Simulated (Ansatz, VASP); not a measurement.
Given: the input of a run of VASP 6.6.1 on Bi.

INCAR

```
SYSTEM = Bi
  ALGO = Normal
  EDIFF = 1E-7
  ENCUT = 520
  GGA = PE
  ISIF = 2
  ISMEAR = -1
  LASPH = .True.
  LCHARG = .False.
  LREAL = .False.
  LWAVE = .False.
  NBANDS = 22
  NELM = 100
  PREC = Accurate
  SIGMA = 0.05
```

KPOINTS

```
k-points
0
Gamma
  7 7 7
  0 0 0
```

POSCAR

```
Bi
1.0
    2.2368543514      1.2914484619      3.8847772595
   -2.2368543514      1.2914484619      3.8847772595
    0.0000000000     -2.5828969239      3.8847772595
Bi
2
Direct
    0.7660000000      0.7660000000      0.7660000000
    0.2340000000      0.2340000000      0.2340000000
```

Potentials or basis: VASP PAW PBE potentials, release 64 (Bi_d).

The run is started by

```sh
$ cat potpaw_PBE.64/Bi_d/POTCAR > POTCAR
$ mpirun -np 1 vasp_std > vasp.out
```

**Question.** Set up the same calculation for Ansatz 0.2.0. Potentials there: Ansatz PAW.

**Answer.** As run (the cutoff follows the program's own potentials):

The input input.yaml:

```yaml
crystal:
  lattice:
    - [2.2368543514, 1.2914484619, 3.8847772595]
    - [-2.2368543514, 1.2914484619, 3.8847772595]
    - [0.0, -2.5828969239, 3.8847772595]
  atoms:
    - { symbol: Bi, position: [0.766, 0.766, 0.766] }
    - { symbol: Bi, position: [0.234, 0.234, 0.234] }
hamiltonian:
  xc: pbe
  pseudopotentials: { kind: paw }
kpoints:
  mp_grid: { grid: [7, 7, 7] }
scf:
  occupations: { method: fermi_dirac, width: 0.05 }
output:
  forces: true
  stress: true
  eigenvalues: true
```

Potentials or basis: Ansatz PAW.

The run is started by

```console
$ ansatz run input.yaml --threads 1 --pin off --max-ram 3584MiB --backend cpu --events-out ev --progress --plain --runs-dir out
```

Both were run:

|  | VASP | Ansatz | Ansatz less VASP |
| --- | --- | --- | --- |
| gap on the k mesh at the Fermi level (eV) | 0.29 | 0.28 | -0.002 |
| least direct gap on the mesh (eV) | 0.55 | 0.55 | +0.001 |
| pressure (GPa) | 4.4 | 4.5 | +0.06 |
| largest component of the traceless stress (GPa) | 0.39 | 0.39 | -0.002 |
| rms of the force components (eV/Å) | 0.235 | 0.231 | -0.0046 |

Atom by atom the forces differ by 0.005 eV/Å (rms over components).

Caveats: spin-orbit coupling is left out, which as a rule narrows the gap of such compounds by several tenths of an eV; an odd mesh through Γ misses points on the zone boundary, where band edges often lie (VASP); odd divisions of the mesh miss points on the zone boundary, where band edges often lie, so the gap on the mesh can be too wide (Ansatz).
